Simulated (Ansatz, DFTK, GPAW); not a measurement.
## The equilibrium volume of KTaO3, sorted by core time

```cif
data_structure
_symmetry_space_group_name_H-M 'Pm-3m'
_symmetry_Int_Tables_number 221
_cell_length_a 3.9883
_cell_length_b 3.9883
_cell_length_c 3.9883
_cell_angle_alpha 90.000
_cell_angle_beta 90.000
_cell_angle_gamma 90.000
_cell_volume 63.44
loop_
_atom_site_label
_atom_site_type_symbol
_atom_site_symmetry_multiplicity
_atom_site_Wyckoff_symbol
_atom_site_fract_x
_atom_site_fract_y
_atom_site_fract_z
_atom_site_occupancy
Ta1 Ta 1 a 0.00000 0.00000 0.00000 1
K1 K 1 b 0.50000 0.50000 0.50000 1
O1 O 3 d 0.00000 0.00000 0.50000 1
```

```tsv
rung	level	program and potentials	cutoff (eV)	k mesh	smearing	core time	chip	equilibrium volume (Å³/atom)	miss	notes
GGA + dispersion	BLYP+D3(BJ)	GPAW, PAW data sets generated for this functional	800	6 × 6 × 6	fermi-dirac 0.05	2.3 min	Intel Xeon 6975P-C Granite Rapids	12.81	+0.9 %	-
GGA + dispersion	PBEsol+D3(zero damping)	GPAW, PAW data sets generated for this functional	800	6 × 6 × 6	fermi-dirac 0.05	2.8 min	Intel Xeon 6975P-C Granite Rapids	12.59	-0.8 %	-
GGA + dispersion	PBE+D4	GPAW, GPAW PAW data sets (gpaw-data 1.2.1)	800	6 × 6 × 6	fermi-dirac 0.05	3 min	Intel Xeon 6975P-C Granite Rapids	12.96	+2.1 %	-
non-local van der Waals functional	BEEF-vdW	GPAW, GPAW PAW data sets (gpaw-data 1.2.1)	800	6 × 6 × 6	fermi-dirac 0.05	3 min	Intel Xeon 6975P-C Granite Rapids	13.23	+4.3 %	potentials made for PBE
GGA	PBE	Ansatz, all-electron LAPW, scalar-relativistic	-	7 × 7 × 7	fermi-dirac 0.05	5.1 min	Intel Xeon	13.04	+2.8 %	-
non-local van der Waals functional	vdW-DF-cx	GPAW, GPAW PAW data sets (gpaw-data 1.2.1)	800	6 × 6 × 6	fermi-dirac 0.05	5.4 min	Arm Neoverse V1	12.83	+1.1 %	potentials made for PBE
GGA + dispersion	revPBE+D3(BJ)	GPAW, the program's PAW data sets (release 1.2.1) made for this functional	800	6 × 6 × 6	fermi-dirac 0.05	5.6 min	Arm Neoverse V1	12.96	+2.1 %	-
GGA	PBE	DFTK, PseudoDojo SR PBE 0.4.1 standard (PBE)	1143	7 × 7 × 7	fermi-dirac 0.05	19 min	Intel Xeon Platinum 8488C Sapphire Rapids	(a)	?	-
```

Times are single runs on shared hosts and different chips, so they are rough; meshes, cutoffs and the tasks' sizes weigh on the time. Task: equation of state. All rows: no spin polarisation. Smearing widths are in eV. Meshes differ between rows, which moves values too. Meshes are those of the run's cell of 5 atoms unless a note names another. Misses use the values as printed. Runs on faulty files, with rough fits or with known faults for this quantity aren't shown. No row holds spin-orbit coupling.

Measured: 12.69 Å³/atom (arxiv:2208.05712). The runs are for a static lattice.

Task: Estimate the value left out from the other rows.

Result: (a) 12.97 Å³/atom, miss +2.2 %.
